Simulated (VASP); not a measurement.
Wanted: the native input for a VASP 6.6.1 run.

```yaml
Task: band structure
Functional: PBE
Potentials_or_basis: VASP PAW PBE potentials, release 64 (Cd, Te)
Cutoff: 520 eV
k_mesh: 8 × 8 × 8
Occupations: gaussian, width 0.02 eV
Spin: non-collinear spin, zero start, spin-orbit coupling
Starting_moments: "[[0.0, 0.0, 0.0], [0.0, 0.0, 0.0]] μB"
Further_INCAR_settings: ALGO = Normal; EDIFF = 1e-07; NBANDS = 30
```

The structure of CdTe lies in POSCAR:

```
CdTe                                    
1.0
    0.0000000000      3.3139830335      3.3139830335
    3.3139830335      0.0000000000      3.3139830335
    3.3139830335      3.3139830335      0.0000000000
  Cd              Te            
     1     1
Direct
     0.0000000000000000    0.0000000000000000    1.0000000000000000
     0.2500000000000000    0.2500000000000000    0.2500000000000000
```

One way to write it, as run:

INCAR

```
SYSTEM = CdTe
ALGO = Normal
EDIFF = 1E-7
ENCUT = 520
GGA = PE
GGA_COMPAT = .False.
ISIF = 2
ISMEAR = 0
KPAR = 4
LASPH = .True.
LCHARG = .False.
LORBIT = 11
LREAL = .False.
LSORBIT = .True.
LWAVE = .False.
MAGMOM = 0 0 0 0 0 0
NBANDS = 30
NELM = 100
PREC = Accurate
SIGMA = 0.02
```

KPOINTS

```
k-points
0
Gamma
  8 8 8
  0 0 0
```

KPOINTS_OPT

```
path GXWKGLUWLK,UX
15
line-mode
reciprocal
 0.0000000000  0.0000000000  0.0000000000  G
 0.5000000000  0.0000000000  0.5000000000  X

 0.5000000000  0.0000000000  0.5000000000  X
 0.5000000000  0.2500000000  0.7500000000  W

 0.5000000000  0.2500000000  0.7500000000  W
 0.3750000000  0.3750000000  0.7500000000  K

 0.3750000000  0.3750000000  0.7500000000  K
 0.0000000000  0.0000000000  0.0000000000  G

 0.0000000000  0.0000000000  0.0000000000  G
 0.5000000000  0.5000000000  0.5000000000  L

 0.5000000000  0.5000000000  0.5000000000  L
 0.6250000000  0.2500000000  0.6250000000  U

 0.6250000000  0.2500000000  0.6250000000  U
 0.5000000000  0.2500000000  0.7500000000  W

 0.5000000000  0.2500000000  0.7500000000  W
 0.5000000000  0.5000000000  0.5000000000  L

 0.5000000000  0.5000000000  0.5000000000  L
 0.3750000000  0.3750000000  0.7500000000  K

 0.6250000000  0.2500000000  0.6250000000  U
 0.5000000000  0.0000000000  0.5000000000  X
```

Potentials or basis: VASP PAW PBE potentials, release 64 (Cd, Te).

Launch:

```console
$ cat potpaw_PBE.64/Cd/POTCAR potpaw_PBE.64/Te/POTCAR > POTCAR
$ mpirun -np 4 vasp_ncl > vasp.out
```

Results of the run:

```json
{
 "Pressure": "0.0 GPa",
 "Net moment": "0.00 μB per cell",
 "Valence electrons inside the program's atomic spheres": "Cd 10.28; Te 3.40"
}
```

It took 3 min on 4 MPI ranks on Intel(R) Xeon(R) Platinum 8559C (Emerald Rapids) (shared host), peak memory 0.49 GiB a rank.
